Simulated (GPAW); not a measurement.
Input of a GPAW 26.7.0 run:

File run.py:

```python
from ase.eos import EquationOfState
from ase.io import Trajectory, read
from ase.units import GPa
from gpaw import GPAW, PW, setup_paths

setup_paths.insert(0, '.')

atoms = read('C.xyz')

traj = Trajectory('eos.traj', 'w')
volumes, energies = [], []
for x in [0.94, 0.96, 0.98, 1.0, 1.02, 1.04, 1.06]:
    a = atoms.copy()
    a.set_cell(atoms.cell * x**(1 / 3), scale_atoms=True)
    calc = GPAW(mode=PW(800),
                xc='WC',
                kpts={'size': (10, 10, 10), 'gamma': True},
                occupations={'name': 'fermi-dirac', 'width': 0.05},
                nbands=11,
                convergence={'density': 1e-05, 'energy': 1e-05},
                maxiter=150,
                txt=f'eos-{x:.2f}.txt')
    a.calc = calc
    energies.append(a.get_potential_energy(force_consistent=True))
    volumes.append(a.get_volume())
    p = -a.get_stress()[:3].mean() / GPa
    calc.write(f'eos-{x:.2f}.gpw')
    traj.write(a)
    print(f'{x:.2f} {volumes[-1]:10.4f} A^3 {energies[-1]:14.6f} eV {p:9.3f} GPa', flush=True)

v0, e0, B = EquationOfState(volumes, energies, eos='birchmurnaghan').fit()
print(f'V0 = {v0:.4f} A^3, E0 = {e0:.6f} eV, B0 = {B / GPa:.2f} GPa')
```

C.xyz

```xyz
2
Lattice="0.0000000000 1.7833700000 1.7833700000 1.7833700000 0.0000000000 1.7833700000 1.7833700000 1.7833700000 0.0000000000" Properties=species:S:1:pos:R:3 pbc="T T T"
C      2.6750550000      2.6750550000      2.6750550000
C      1.7833700000      1.7833700000      1.7833700000
```

Potentials or basis: PAW data sets generated in the run's folder for this functional, pw.

The run is started by

```sh
$ gpaw-setup -f WC C
$ OMP_NUM_THREADS=1 python run.py
```

Estimate the pressure derivative of the bulk modulus.

3.7.

Estimate the equilibrium volume.

5.62 Å³/atom.

Energy against volume, from the lowest point:
| volume (Å³/atom) | energy (meV/atom) |
| --- | --- |
| 5.332 | 21.33 |
| 5.445 | 6.98 |
| 5.558 | 0.13 |
| 5.672 | 0.00 |
| 5.785 | 6.00 |
| 5.899 | 17.65 |
| 6.012 | 34.33 |

**Measured values to compare with.**

“Equation of state of cubic boron nitride at high pressures and temperatures”, 2007, arxiv:cond-mat/0702656 quotes, for a bulk crystal of C: bulk modulus 442 ± 5 GPa.

A measured bulk modulus of C is 442 GPa (quoted in “Equation of state of cubic boron nitride at high pressures and temperatures”, 2007, arxiv:cond-mat/0702656); the calculated 450 GPa misses it by +1.8 %. 3 values of this kind are on record (442 to 444.8 GPa); this one was drawn at random among those near their median, those with a stated uncertainty first. The fit is for a static lattice scaled at fixed shape and fixed fractional positions. The cell as given is a measured one (5.67 Å³/atom); WC puts the equilibrium volume -1.0 % from it, thermal expansion not counted.
